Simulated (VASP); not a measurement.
# TeH (Fm-3m) in VASP: a series of runs

Runs on TeH. Level: LDA. Tasks: single point, relaxation of cell and atoms.

Program: VASP 6.6.1. These are calculated values, not measurements. Logs are shortened: lines on timing, memory, paths and dates and some standing lists are left out, and cuts for length are marked.

### Step 1. The structure

Symmetry: Fm-3m, No. 225, cubic system. Conventional cell: a = 4.872 Å, b = 4.872 Å, c = 4.872 Å, α = 90.00°, β = 90.00°, γ = 90.00°. H (site symmetry m-3m) has 6 Te at 2.44 Å as nearest neighbours. Te (site symmetry m-3m) has 6 H at 2.44 Å as nearest neighbours.

The cell was built by a generator and needn't be a form met in nature.

### Step 2. Single point, LDA

INCAR reads:

```
PREC = Accurate
ENCUT = 520
EDIFF = 1E-6
ISMEAR = -1
SIGMA = 0.0551
LREAL = F
LASPH = T
NELM = 60
ALGO = Fast
ISIF = 2
LWAVE = F
LCHARG = F
NBANDS = 10
```

KPOINTS reads:

```
Automatic mesh
0
Gamma
  11 11 11
```

POSCAR reads:

```
TeH
1.0
    0.0000000000      2.4360428303      2.4360428303
    2.4360428303      0.0000000000      2.4360428303
    2.4360428303      2.4360428303      0.0000000000
H Te
1 1
Direct
    0.0000000000      0.0000000000      0.0000000000
    0.5000000000      0.5000000000      0.5000000000
```

Potentials or basis: VASP PAW LDA potentials, release 64 (H, Te).

Command:

```bash
$ cat potpaw_LDA.64/H/POTCAR potpaw_LDA.64/Te/POTCAR > POTCAR
$ mpirun -np 1 vasp_std > vasp.out
```

OUTCAR:

```text
PREC = Accurate
   ENCUT = 520
   EDIFF = 1E-6
   ISMEAR = -1
   LREAL = F
   LASPH = T
   NELM = 60
   ISIF = 2

 ion  position               nearest neighbor table
   1  0.000  0.000  0.000-
   2  0.500  0.500  0.500-

  LATTYP: Found a face centered cubic cell.
 ALAT       =     4.8720856606

  Lattice vectors:

 A1 = (   0.0000000000,   2.4360428303,   2.4360428303)
 A2 = (   2.4360428303,   0.0000000000,   2.4360428303)
 A3 = (   2.4360428303,   2.4360428303,   0.0000000000)

Analysis of symmetry for initial positions (statically):
=====================================================================
 Subroutine PRICEL returns:
 Original cell was already a primitive cell.

 Routine SETGRP: Setting up the symmetry group for a
 face centered cubic supercell.

 Subroutine GETGRP returns: Found 48 space group operations
 (whereof 48 operations were pure point group operations)
 out of a pool of 48 trial point group operations.

The static configuration has the point symmetry O_h .

Analysis of symmetry for dynamics (positions and initial velocities):
=====================================================================
 Subroutine PRICEL returns:
 Original cell was already a primitive cell.

 Routine SETGRP: Setting up the symmetry group for a
 face centered cubic supercell.

 Subroutine GETGRP returns: Found 48 space group operations
 (whereof 48 operations were pure point group operations)
 out of a pool of 48 trial point group operations.

The dynamic configuration has the point symmetry O_h .

 Subroutine INISYM returns: Found 48 space group operations
 (whereof 48 operations are pure point group operations),
 and found     1 'primitive' translations

----------------------------------------------------------------------------------------

                                     Primitive cell

  volume of cell :      28.9124

  direct lattice vectors                    reciprocal lattice vectors
     0.000000000  2.436042830  2.436042830    -0.205250907  0.205250907  0.205250907
     2.436042830  0.000000000  2.436042830     0.205250907 -0.205250907  0.205250907
     2.436042830  2.436042830  0.000000000     0.205250907  0.205250907 -0.205250907

  length of vectors
     3.445084809  3.445084809  3.445084809     0.355504999  0.355504999  0.355504999

  position of ions in fractional coordinates (direct lattice)
     0.000000000  0.000000000  0.000000000
     0.500000000  0.500000000  0.500000000

  ion indices of the primitive-cell ions
   primitive index   ion index
                 1           1
                 2           2

[... 81 lines left out ...]
   PSTRESS=    0.0 pullay stress
   NELECT =       7.0000    total number of electrons
   NUPDOWN=      -1.0000    fix difference up-down
   EMIN   =  10.00;   EMAX   =-10.00  energy-range for DOS
   EFERMI =   0.00;   METHOD = LEGACY
   ISMEAR =    -1;   SIGMA  =   0.06  broadening in eV -4-tet -1-fermi 0-gaus
   EFERMI_NEDOS =   21; number of points for ismear=-14 and -15
   IALGO  =     68    algorithm
   IMIX   =      4    mixing-type and parameters
     AMIX     =   0.40;   BMIX     =  1.00
     AMIX_MAG =   1.60;   BMIX_MAG =  1.00
  volume/ion in A,a.u.               =      14.46        97.56
  Fermi-wavevector in a.u.,A,eV,Ry     =   1.020342  1.928168 14.165006  1.041099
  Thomas-Fermi vector in A             =   2.153907
   LORBIT       =      0    0 simple, 1 ext, 2 COOP (PROOUT), +10 PAW based schemes
   GGA     = CA    functional components
   LHFCALC =     F    Hartree Fock is set to
   AEXX    =    0.0000 exact exchange contribution
   IVDW    =     0    specifies the selected vdW correction
   LEPSILON=     F    determine dielectric tensor
   LRPA    =     F    only Hartree local field effects (RPA)
 non-spin polarized calculation
 RMM-DIIS sequential band-by-band and
  energy-cutoff  :      520.00
  volume of cell :       28.91
 maximum number of plane-waves:       791
 NGX is ok and might be reduce to    28
   NGX = 13   NGY = 13   NGZ = 13

 number of electron       7.0000000 magnetization

 Free energy of the ion-electron system (eV)
  ---------------------------------------------------
  ext. energy  EPLUGINS =         0.00000000
  ---------------------------------------------------
  free energy    TOTEN  =        -5.79160083 eV

  energy without entropy =       -5.78024691  energy(sigma->0) =       -5.78592387

 E-fermi :   8.5125     XC(G=0): -10.7423

 val. band max:        8.4850150803   @ k =   0.2727   0.1818   0.0909
 cond. band min:       8.5274096419   @ k =  -0.4545   0.0909   0.0000
 fundamental gap:      0.0423945616
 Fermi energy:         8.5124928594

 k-point     1 :       0.0000    0.0000    0.0000
  band No.  band energies     occupation
      1      -6.3257      2.00000
      2       9.5063      0.00000
      3      10.6902      0.00000
      4      10.6902      0.00000
      5      10.6902      0.00000
      6      17.2350      0.00000
      7      17.2350      0.00000
      8      17.2350      0.00000
      9      18.5765      0.00000
     10      21.4349      0.00000
[... 287 lines left out ...]
 k-point    24 :      -0.1818    0.1818    0.0000
  band No.  band energies     occupation
      1      -4.7910      2.00000
      2       4.2314      2.00000
      3       7.2947      2.00000
      4      10.3053      0.00000
      5      11.4276      0.00000
      6      16.6257      0.00000
      7      17.0831      0.00000
      8      17.0875      0.00000
      9      18.5448      0.00000
     10      22.8283      0.00000

 [... further k-points ...]

------------------------ aborting loop because EDIFF is reached ----------------------------------------

  FORCE on cell =-STRESS in cart. coord.  units (eV):
  Direction    XX          YY          ZZ          XY          YZ          ZX
  --------------------------------------------------------------------------------------
  -------------------------------------------------------------------------------------
  Total       -0.0045558     -0.0045558     -0.0045558      0.0000000     -0.0000000      0.0000000
  in kB       -0.2524579     -0.2524579     -0.2524579      0.0000000     -0.0000000      0.0000000
  external PRESSURE =      -0.2524579 kB  Pullay stress =       0.0000000 kB

 VOLUME and BASIS-vectors are now :
 -----------------------------------------------------------------------------
  energy-cutoff  :      520.00
  volume of cell :       28.91
      direct lattice vectors                 reciprocal lattice vectors
     0.000000000  2.436042830  2.436042830    -0.205250907  0.205250907  0.205250907
     2.436042830  0.000000000  2.436042830     0.205250907 -0.205250907  0.205250907
     2.436042830  2.436042830  0.000000000     0.205250907  0.205250907 -0.205250907

 POSITION                                       TOTAL-FORCE (eV/Angst)
 -----------------------------------------------------------------------------------
      0.00000      0.00000      0.00000        -0.000000     -0.000000     -0.000000
      2.43604      2.43604      2.43604         0.000000      0.000000      0.000000
 -----------------------------------------------------------------------------------
    total drift:                                0.000000      0.000000      0.000000

  FREE ENERGIE OF THE ION-ELECTRON SYSTEM (eV)
  ---------------------------------------------------
  free  energy   TOTEN  =        -5.7916008285 eV

  energy  without entropy=       -5.7802469119  energy(sigma->0) =       -5.78592387
```

OSZICAR:

```text
N       E                     dE             d eps       ncg     rms          rms(c)
DAV:   1     0.130037299941E+02    0.13004E+02   -0.24691E+03  1120   0.509E+02
DAV:   2    -0.533451427826E+01   -0.18338E+02   -0.17796E+02  1396   0.787E+01
DAV:   3    -0.587142114205E+01   -0.53691E+00   -0.52926E+00  1444   0.148E+01
DAV:   4    -0.587455757426E+01   -0.31364E-02   -0.31360E-02  1404   0.131E+00
DAV:   5    -0.587458813431E+01   -0.30560E-04   -0.30560E-04  1378   0.118E-01    0.806E+00
RMM:   6    -0.579797962830E+01    0.76609E-01   -0.34422E-02  1132   0.858E-01    0.495E+00
RMM:   7    -0.579259001467E+01    0.53896E-02   -0.13042E-02  1176   0.558E-01    0.153E+00
RMM:   8    -0.579159345510E+01    0.99656E-03   -0.13106E-03  1195   0.231E-01    0.912E-02
RMM:   9    -0.579159985258E+01   -0.63975E-05   -0.95954E-05  1364   0.738E-02    0.797E-02
RMM:  10    -0.579160058037E+01   -0.72779E-06   -0.10681E-05  1385   0.263E-02    0.141E-02
RMM:  11    -0.579160082846E+01   -0.24809E-06   -0.28344E-06  1274   0.130E-02
   1 F= -.57916008E+01 E0= -.57859239E+01  d E =-.113539E-01
```

stdout:

```text
POSCAR found type information on POSCAR H Te
 POSCAR found :  2 types and       2 ions
 scaLAPACK will be used
 LDA part: xc-table for (Slater(with rela. corr.)+CA(PZ))
 , standard interpolation
 POSCAR, INCAR and KPOINTS ok, starting setup
 FFT: planning ... GRIDC
 FFT: planning ... GRID_SOFT
 FFT: planning ... GRID
 WAVECAR not read
 entering main loop
```

It took 38 s on 1 thread of AMD EPYC, shared host; peak memory 0.11 GiB.

What came out:

| Quantity | Value |
| --- | --- |
| Free energy | -5.7916 eV |
| Pressure | 0.0 GPa |
| Band gap on the k mesh | none (metal or under the smearing width) |

### Step 3. Relaxation of cell and atoms, LDA

This run uses another cell than the first one, of 19.28 Å³/atom, 1.334 times its volume.

INCAR reads:

```
ALGO = Normal
EDIFF = 1E-6
EDIFFG = -0.01
ENCUT = 600
IBRION = 2
ISIF = 3
ISMEAR = -1
LASPH = T
LCHARG = F
LREAL = F
LWAVE = F
NELM = 80
NSW = 60
PREC = Accurate
SIGMA = 0.0551
```

KPOINTS reads:

```
k-points
0
Gamma
  11 11 11
```

POSCAR reads:

```
TeH
1.0
    0.0000000000      2.6816750000      2.6816750000
    2.6816750000      0.0000000000      2.6816750000
    2.6816750000      2.6816750000      0.0000000000
H Te
1 1
Direct
    0.0000000000      0.0000000000      0.0000000000
    0.5000000000      0.5000000000      0.5000000000
```

Potentials or basis: VASP PAW LDA potentials, release 64 (H, Te).

Command:

```bash
$ cat potpaw_LDA.64/H/POTCAR potpaw_LDA.64/Te/POTCAR > POTCAR
$ mpirun -np 1 vasp_std > vasp.out
```

OUTCAR:

```text
EDIFF = 1E-6
   EDIFFG = -0.01
   ENCUT = 600
   IBRION = 2
   ISIF = 3
   ISMEAR = -1
   LASPH = T
   LREAL = F
   NELM = 80
   NSW = 60
   PREC = Accurate

 ion  position               nearest neighbor table
   1  0.000  0.000  0.000-
   2  0.500  0.500  0.500-

  LATTYP: Found a face centered cubic cell.
 ALAT       =     5.3633500000

  Lattice vectors:

 A1 = (   0.0000000000,   2.6816750000,   2.6816750000)
 A2 = (   2.6816750000,   0.0000000000,   2.6816750000)
 A3 = (   2.6816750000,   2.6816750000,   0.0000000000)

Analysis of symmetry for initial positions (statically):
=====================================================================
 Subroutine PRICEL returns:
 Original cell was already a primitive cell.

[... 175 lines left out ...]
 cond. band min:       4.8463509038   @ k =  -0.4545   0.4545   0.0909
 fundamental gap:      0.0335569320
 Fermi energy:         4.8205920182

 k-point     1 :       0.0000    0.0000    0.0000
  band No.  band energies     occupation
      1      -7.7807      2.00000
      2       4.7649      1.46644
      3       6.0660      0.00000
      4       6.0660      0.00000
      5       6.0660      0.00000
      6      13.2930      0.00000
      7      13.2930      0.00000
[... 337 lines left out ...]
--------------------------------------- Ionic step        4  -------------------------------------------

 number of electron       7.0000000 magnetization

 Free energy of the ion-electron system (eV)
  ---------------------------------------------------
  ext. energy  EPLUGINS =         0.00000000
  ---------------------------------------------------
  free energy    TOTEN  =        -5.79226531 eV

  energy without entropy =       -5.78092403  energy(sigma->0) =       -5.78659467

 E-fermi :   8.5248     XC(G=0): -10.7461

 val. band max:        8.4972303813   @ k =   0.2727   0.1818   0.0909
 cond. band min:       8.5402260824   @ k =  -0.4545   0.0909   0.0000
 fundamental gap:      0.0429957011
 Fermi energy:         8.5248429856

 k-point     1 :       0.0000    0.0000    0.0000
  band No.  band energies     occupation
      1      -6.3213      2.00000
      2       9.5214      0.00000
      3      10.7060      0.00000
      4      10.7060      0.00000
      5      10.7060      0.00000
      6      17.2482      0.00000
      7      17.2482      0.00000
[... 259 lines left out ...]
  FREE ENERGIE OF THE ION-ELECTRON SYSTEM (eV)
  ---------------------------------------------------
  free  energy   TOTEN  =        -5.7922653100 eV

  energy  without entropy=       -5.7809240344  energy(sigma->0) =       -5.78659467

 reached required accuracy - stopping structural energy minimisation
```

CONTCAR:

```text
TeH
   1.00000000000000
     0.0000000000000000    2.4353261314182268    2.4353261314182268
     2.4353261314182268   -0.0000000000000000    2.4353261314182268
     2.4353261314182268    2.4353261314182268    0.0000000000000000
  H               Te
     1     1
Direct
     0.0000000000000000    0.0000000000000000    0.0000000000000000
     0.5000000000000000    0.5000000000000000    0.5000000000000000

  0.00000000E+00  0.00000000E+00  0.00000000E+00
  0.00000000E+00  0.00000000E+00  0.00000000E+00
```

It took 90 s on 1 thread of AMD EPYC, shared host; peak memory 0.14 GiB.

Results:

```yaml
Free_energy: -5.7923 eV
Relaxed_volume: 14.44 Å³/atom
Relaxed_cell: a = 3.444 Å, b = 3.444 Å, c = 3.444 Å, α = 60.00°, β = 60.00°, γ = 60.00°
Space_group_after_relaxing_to_0.05_Å: Fm-3m (No. 225)
Energy_gained_by_relaxing: 217.0 meV/atom
Ionic_steps: 4
Pressure_after_relaxing: 0.1 GPa
Band_gap_on_the_k_mesh: none (metal or under the smearing width)
```

Step by step:
```tsv
step	energy change (eV)	largest force (eV/Å)	pressure (GPa)	volume (Å³)
1	0.0000	0.0000	-11.05	38.57
2	-0.3852	0.0000	-5.37	31.61
3	-0.4335	0.0000	-0.67	29.19
4	-0.4341	0.0000	0.08	28.89
```

Final structure:
```
H Te
1.0
     0.00000    2.43533    2.43533
     2.43533    0.00000    2.43533
     2.43533    2.43533    0.00000
H Te
1 1
Direct
  0.00000 0.00000 0.00000
  0.50000 0.50000 0.50000
```

Levels at points of the mesh, in eV from the Fermi level:
| k point | band 1 | band 2 | band 3 | band 4 | band 5 | band 6 | band 7 |
| --- | --- | --- | --- | --- | --- | --- | --- |
| (0.00, 0.00, 0.00) | -14.85 | 1.00 | 2.18 | 2.18 | 2.18 | 8.72 | 8.72 |

Caveat: the volume moved by over 15 % at a fixed basis, so the end points are rough.
